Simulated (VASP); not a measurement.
Lu: relaxation of shape and atoms at fixed volume with r2SCAN

Lu:

```xyz
2
Lattice="3.5135 0.0000 0.0000 -1.7568 3.0428 0.0000 0.0000 0.0000 5.4603" Properties=species:S:1:pos:R:3 pbc="T T T"
Lu    0.0000    2.0285    1.3651
Lu    1.7568    1.0143    4.0952
```

| Property | Result |
| --- | --- |
| Program | VASP 6.6.1 |
| Task | relaxation of shape and atoms at fixed volume |
| Functional | r2SCAN |
| Potentials or basis | VASP PAW PBE potentials, release 64 (Lu) |
| Cutoff | 600 eV |
| k mesh | 12 × 12 × 7 |
| Occupations | methfessel-paxton, width 0.1 eV |
| Spin | no spin polarisation |
| Further INCAR settings | ALGO = Normal; EDIFF = 1e-07; IBRION = 2; EDIFFG = -0.01; NSW = 40; ISIF = 4 |

The pressure after relaxing is 0.0 GPa and the band gap on the k mesh is none (metal or under the smearing width).

Final structure:
```xyz
2
Lattice="3.5135 0.0000 0.0000 -1.7568 3.0428 0.0000 0.0000 0.0000 5.4603" Properties=species:S:1:pos:R:3 pbc="T T T"
Lu    0.0000    2.0285    1.3651
Lu    1.7568    1.0143    4.0952
```

Levels at points of the mesh, in eV from the Fermi level:
| k point | band 21 | band 22 | band 23 | band 24 | band 25 | band 26 | band 27 | band 28 | band 29 | band 30 |
| --- | --- | --- | --- | --- | --- | --- | --- | --- | --- | --- |
| (0.00, 0.00, 0.00) | -5.06 | -5.04 | -5.04 | -2.39 | 0.57 | 2.43 | 2.43 | 2.95 | 3.24 | 3.24 |
| (0.50, 0.00, 0.00) | -5.06 | -5.05 | -2.39 | -1.43 | -0.83 | -0.45 | 1.75 | 2.09 | 2.63 | 6.52 |

Run time: 15 min on 1 thread of Intel(R) Xeon(R) Platinum 8488C (Sapphire Rapids), on a shared host, peak memory 0.3 GiB.

Caveat: the relaxation stopped at its first step, so nothing moved; the PAW data sets were made with another functional, which shifts forces and pressure a little. The run has no spin-orbit coupling, so splittings on Lu are missing.
